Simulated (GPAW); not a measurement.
Runs of GPAW 26.7.0 on FeO (Wuestite). The structure is cubic, space group Fm-3m (No. 225). Conventional cell: a = 4.311 Å, b = 4.311 Å, c = 4.311 Å, α = 90.00°, β = 90.00°, γ = 90.00°. Fe (site symmetry m-3m) has 6 O at 2.16 Å as nearest neighbours. O (site symmetry m-3m) is surrounded by 6 Fe at 2.16 Å. 

```tsv
task	level	potentials or basis	cell	cutoff (eV)	band path	band points	convergence	supercell	supercell k mesh	gap on the mesh (eV)	pressure (GPa)	moment (μB)	relaxed volume (Å³/atom)
band structure	revPBE	the program's PAW data sets (release 1.2.1) made for this functional, pw	as given	800	GXWKGLUWLK,UX	100	-	-	-	-	5.2	4.00	-
phonons	PW91+D3(BJ)	PAW data sets generated in the run's folder for this functional, pw	relaxed	680	-	-	density=1e-06 eigenstates=1e-09	1 × 1 × 1	11 × 11 × 11	none	0.0	4.00	-
relaxation of cell and atoms	revPBE+D4	the program's PAW data sets (release 1.2.1) made for this functional, pw	relaxed	800	-	-	density=1e-05 forces=0.0001	-	-	none	0.0	4.00	9.85
relaxation of cell and atoms	RPBE	the program's PAW data sets (release 1.2.1) made for this functional, pw	relaxed	800	-	-	density=1e-05 forces=0.0001	-	-	none	-0.1	4.00	(a)
relaxation of cell and atoms	PBEsol	PAW data sets generated in the run's folder for this functional, pw	relaxed to -1 GPa	800	-	-	density=1e-05 forces=0.0001	-	-	none	-1.2	4.00	-
```

Alike in all rows: spin collinear, ferromagnetic start; k mesh 11 × 11 × 11; smearing fermi-dirac 0.05 eV.

Fill in the values left out.

(a) 10.38.

Caveats: a cell with one magnetic atom can't hold antiferromagnetic order, which such compounds often take; semilocal functionals often make such compounds metallic where correlation or magnetic order opens a gap, which also shifts bond lengths; each step starts from the last one's moments, so a moment once lost doesn't come back (some runs); later steps reuse the first step's grids (some runs); pairwise dispersion overbinds metals, which lowers pressure and volume (some runs); the cutoff is short for stress and forces, so pressures can be off by a GPa or more (some runs).

A gap of «none» marks a metal or a gap under the smearing width.
